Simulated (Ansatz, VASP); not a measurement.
# AlN in VASP and in Ansatz

```
Al N
1.0
     0.00000    2.03452    2.03452
     2.03452    0.00000    2.03452
     2.03452    2.03452    0.00000
Al N
1 1
Direct
  0.50000 0.50000 0.50000
  0.07373 0.92627 0.77882
```

Alike in both runs: task single point; functional LDA; k mesh 10 × 10 × 10; occupations gaussian, width 0.05 eV; no spin polarisation.

|  | VASP | Ansatz |
| --- | --- | --- |
| version | VASP 6.6.1 | Ansatz 0.2.0 |
| potentials or method | VASP PAW LDA potentials, release 64 (Al, N) | scalar-relativistic, plane waves, PAW |
| plane-wave cutoff (eV) | 520 | 420 |
| valence electrons in the cell | 8 | 8 |

Ansatz gave:

* gap on the k mesh at the Fermi level (eV): 3.44
* least direct gap on the mesh (eV): 4.84
* rms of the force components (eV/Å): 9.256

Q: Which values does VASP return?

A: gap on the k mesh at the Fermi level (eV): 3.39; least direct gap on the mesh (eV): 4.84; rms of the force components (eV/Å): 9.398.

Atom by atom the forces differ by 0.143 eV/Å (rms over components).

Caveats: forces of over 1 eV/Å show positions far from the minimum, so gaps and moduli don't describe the material at rest. A k mesh can miss the band edges.
